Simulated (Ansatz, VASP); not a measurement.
This is a calculation of BiTe for Ansatz 0.2.0.

Contents of input.yaml:

```yaml
crystal:
  lattice:
    - [2.4227077728, 1.3987509848, 3.3172919545]
    - [-2.4227077728, 1.3987509848, 3.3172919545]
    - [0.0, -2.7975019696, 3.3172919545]
  atoms:
    - { symbol: Bi, position: [0.504488, 0.499858, 0.497606] }
    - { symbol: Te, position: [-0.005495, 0.00737, 0.004728] }
kpoints:
  mp_grid: { grid: [7, 7, 7] }
scf:
  occupations: { method: fermi_dirac, width: 0.05 }
hamiltonian:
  xc: pbesol
  pseudopotentials: { kind: all_electron, lapw: { basis_error: 0.001 } }
output:
  forces: true
  stress: true
  eigenvalues: true
  populations: true
```

Potentials or basis: all-electron LAPW, scalar-relativistic.

Launch:

```console
$ ansatz run input.yaml --threads 1 --pin off --max-ram 3072MiB --backend cpu --events-out ev --progress --plain --runs-dir out
```

**Question.** Set up the same calculation for VASP 6.6.1. Potentials there: VASP PAW PBE potentials, release 64 (Bi_d, Te).

**Answer.** As run (the cutoff follows the program's own potentials):

Contents of INCAR:

```
PREC = Accurate
ENCUT = 520
EDIFF = 1E-6
ISMEAR = -1
SIGMA = 0.05
LREAL = False
LASPH = True
NELM = 100
ALGO = Normal
ISIF = 2
LWAVE = False
LCHARG = False
GGA = PS
NBANDS = 18
```

Contents of KPOINTS:

```
regular mesh
0
Gamma
  7 7 7
```

File POSCAR:

```
BiTe
1.0
    2.4227077728      1.3987509848      3.3172919545
   -2.4227077728      1.3987509848      3.3172919545
    0.0000000000     -2.7975019696      3.3172919545
Bi Te
1 1
Direct
    0.5044880000      0.4998580000      0.4976060000
   -0.0054950000      0.0073700000      0.0047280000
```

Potentials or basis: VASP PAW PBE potentials, release 64 (Bi_d, Te).

Command:

```sh
$ cat potpaw_PBE.64/Bi_d/POTCAR potpaw_PBE.64/Te/POTCAR > POTCAR
$ mpirun -np 1 vasp_std > vasp.out
```

Both were run:

|  | VASP | Ansatz | Ansatz less VASP |
| --- | --- | --- | --- |
| gap on the k mesh at the Fermi level (eV) | none | none | - |
| pressure (GPa) | -2.3 | -2.3 | +0.04 |
| largest component of the traceless stress (GPa) | 0.07 | 0.07 | 0.000 |
| rms of the force components (eV/Å) | 0.049 | 0.048 | -0.0004 |

Atom by atom the forces differ by 0.000 eV/Å (rms over components). A gap of «none» marks a metal or a gap that the smearing closes. Ansatz ran all-electron here, so the differences hold the error of VASP's frozen core and of both bases.

Caveats: spin-orbit coupling is left out, which moves the levels of the heavy elements; the PAW data sets were made with another functional, which shifts forces and pressure a little (VASP).
